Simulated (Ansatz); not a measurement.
# Sn: the cost of one run

Program: Ansatz 0.2.0. Level of theory: DFT PBE, scalar-relativistic. These are calculated values, not measurements.

**1. The structure to begin with**

Symmetry: I4/mmm, No. 139, tetragonal system. Conventional cell: a = 3.181 Å, b = 3.181 Å, c = 5.831 Å, α = 90.00°, β = 90.00°, γ = 90.00°. Sn (site symmetry 4/mmm) is surrounded by 4 Sn at 3.18 Å.

Structure file:

```cif
data_structure
_symmetry_space_group_name_H-M 'I4/mmm'
_symmetry_Int_Tables_number 139
_cell_length_a 3.1815
_cell_length_b 3.1815
_cell_length_c 5.8313
_cell_angle_alpha 90.000
_cell_angle_beta 90.000
_cell_angle_gamma 90.000
_cell_volume 59.02
loop_
_atom_site_label
_atom_site_type_symbol
_atom_site_symmetry_multiplicity
_atom_site_Wyckoff_symbol
_atom_site_fract_x
_atom_site_fract_y
_atom_site_fract_z
_atom_site_occupancy
Sn1 Sn 2 a 0.00000 0.00000 0.00000 1
```

The file gives the conventional cell by its symmetry; the runs use the cell typed in the input.

**2. After the deformation**

Space group I4/mmm before, I4/mmm after.

**3. LAPW, all electrons**

input.yaml

```yaml
crystal:
  lattice:
    - [-1.622565, 1.622565, 2.91565]
    - [1.622565, -1.622565, 2.91565]
    - [1.622565, 1.622565, -2.91565]
  atoms:
    - { symbol: Sn, position: [0.0, 0.0, 0.0] }
kpoints:
  mp_grid: { grid: [18, 18, 18] }
  band_path:
    path:
      - [0.0, 0.0, 0.0]
      - [0.0, 0.0, 0.5]
      - [0.25, 0.25, 0.25]
      - [0.0, 0.5, 0.0]
      - [0.0, 0.0, 0.0]
      - [0.5, 0.5, -0.5]
      - [0.3274236136, 0.6725763864, -0.3274236136]
      - [-0.3274236136, 0.3274236136, 0.3274236136]
      - [0.0, 0.0, 0.0]
    npoints: 5
scf:
  occupations: { method: fermi_dirac, width: 0.03 }
hamiltonian:
  xc: pbe
  pseudopotentials: { kind: all_electron, lapw: { basis_error: 0.001 } }
output:
  forces: true
  stress: true
  eigenvalues: true
```

Run with:

```
$ ansatz run input.yaml --threads 1 --pin off --max-ram 3072MiB --backend cpu --events-out ev --progress --plain --runs-dir out
```

**Question.** How long does this run take on 1 thread of Arm Neoverse V1, shared host, and how much memory does it need?

About 39 s, with a peak of 0.51 GiB.
